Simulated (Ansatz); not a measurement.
NaF (Villiaumite):

```
Na F
1.0
     0.00000    2.32000    2.32000
     2.32000    0.00000    2.32000
     2.32000    2.32000    0.00000
Na F
1 1
Direct
  0.00000 0.00000 0.00000
  0.50000 0.50000 0.50000
```

Base run:

```yaml
Program: Ansatz 0.2.0
Functional: r2SCAN
Potentials_or_basis: Ansatz PAW
Cutoff: 500 eV
Density_cutoff: 2000 eV
k_mesh: 6 × 6 × 6
Occupations: fermi-dirac, width 0.05 eV
Spin: no spin polarisation
```

Its results: band gap on the k mesh 7.11 eV, direct; pressure -1.5 GPa.

Q: After a change of settings the same cell gave: band gap on the k mesh 6.58 eV, direct; pressure 4.9 GPa. Which change was it?
A. functional from r2SCAN to BLYP; cutoff from 500 eV to 420 eV; density cutoff from 2000 eV to 1680 eV
B. k mesh from 6 × 6 × 6 to 10 × 10 × 10; occupations from fermi-dirac, width 0.05 eV to fixed; potential files from those of the base run to others of the same set
C. functional from r2SCAN to revPBE; cutoff from 500 eV to 420 eV; density cutoff from 2000 eV to 1680 eV
D. functional from r2SCAN to PBEsol; cutoff from 500 eV to 420 eV; density cutoff from 2000 eV to 1680 eV

A: C.

r2SCAN gives the wider gap, since meta-GGAs in the generalised Kohn-Sham scheme recover part of the derivative discontinuity.

Caveats: the PAW data sets come from PBE, with cores solved anew for the run's functional, which leaves a small shift of forces and pressure; the density of states is complete only up to the lowest level of the last band computed; the potentials were made for another functional, which shifts forces and pressure (some runs).

Not every run made on this cell is shown here.
